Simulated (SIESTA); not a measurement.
CrO2 in SIESTA: the effect of starting spin order

CrO2:

```
Cr O
1.0
     4.42100    0.00000    0.00000
     0.00000    4.42100    0.00000
     0.00000    0.00000    2.91700
Cr O
2 4
Direct
  0.50000 0.50000 0.50000
  0.00000 0.00000 0.00000
  0.80100 0.19900 0.50000
  0.69900 0.69900 0.00000
  0.19900 0.80100 0.50000
  0.30100 0.30100 0.00000
```

Alike in all runs:

| Item | Value |
| --- | --- |
| Program | SIESTA 5.4.2 |
| Task | single point |
| Functional | PBEsol |
| Potentials or basis | PseudoDojo 0.4 standard (PBEsol files) |
| Basis | DZP (energy shift 0.003 Ry; two zetas on semicore shells) |
| Grid cutoff | 800 Ry |
| Energy shift | 0.003 Ry |
| k mesh | 6 × 6 × 9 |
| Occupations | fermi-dirac, width 0.05 eV |

```csv
starting spin order,spin,starting moments,energy over the lowest run (meV/atom),pressure (GPa),largest force (eV/Å),final net moment (μB),final largest site moment (μB)
nm,"collinear spin, zero start","[0.0, 0.0, 0.0, 0.0, 0.0, 0.0] μB",?,?,?,?,?
fm,"collinear spin, ferromagnetic start","[3.0, 3.0, 0.0, 0.0, 0.0, 0.0] μB",0.0,-4.5,0.34,4.00,2.24
fm_larger,"collinear spin, fm_larger start","[4.5, 4.5, 0.0, 0.0, 0.0, 0.0] μB",0.0,-4.5,0.34,4.00,2.24
afm,"collinear spin, antiferromagnetic start","[3.0, -3.0, 0.0, 0.0, 0.0, 0.0] μB",57.4,-5.7,0.48,0.00,1.93
```

Task: What does the run with starting spin order nm give?

Result: Energy over the lowest run 194.1 meV/atom; pressure -12.0 GPa; largest force 0.25 eV/Å; final net moment 0.00 μB; final largest site moment 0.00 μB.

Caveats: the basis of atomic orbitals isn't converged, which shifts pressures, moduli and gaps.
